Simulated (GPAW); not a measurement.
**MgH2 in GPAW: convergence with smearing width (eV)**

Crystal: MgH2.

```xyz
3
Lattice="0.0000 2.3811 2.3811 2.3811 0.0000 2.3811 2.3811 2.3811 0.0000" Properties=species:S:1:pos:R:3 pbc="T T T"
Mg    0.0000    0.0000    0.0000
H     1.1905    1.1905    1.1905
H     3.5716    3.5716    3.5716
```

Measurements of this composition are mostly on another form, of space group No. 136.

- Program: GPAW 26.7.0
- Task: convergence study
- Functional: PBE
- Potentials or basis: GPAW PAW data sets (gpaw-data 1.2.1)
- Cutoff: 800 eV
- Basis: pw
- k mesh: 10 × 10 × 10
- Occupations: fermi-dirac, width 0.5 eV
- Spin: no spin polarisation

These are the settings of the first run; the series varies smearing width (eV), with any setting tied to it.

Hardware: 1 thread of Arm Neoverse V2, with other jobs on the host.

```tsv
smearing width (eV)	energy less the tightest run, at zero smearing (meV/atom)	pressure (GPa)	SCF cycles	CPU time (s)	peak memory (GiB)
0.5	2.47	-0.13	9	17	0.16
0.3	0.07	-0.25	9	17	0.16
0.2	-0.01	-0.25	9	17	0.16
0.15	0.04	-0.25	9	17	0.16
0.1	0.12	-0.24	9	17	0.16
0.05	0.11	-0.22	9	17	0.16
0.025	0.02	-0.21	9	17	0.16
0.01	0.00	-0.21	9	17	0.16
```

Against the tightest run, the energy stays within 1 meV/atom from 0.3 on; the pressure stays within 0.1 GPa from 0.5 on. Narrower smearing needs a denser k mesh, so at a fixed mesh the narrowest width isn't the most accurate. The tightest run that finished is the yardstick and may itself not be fully converged.
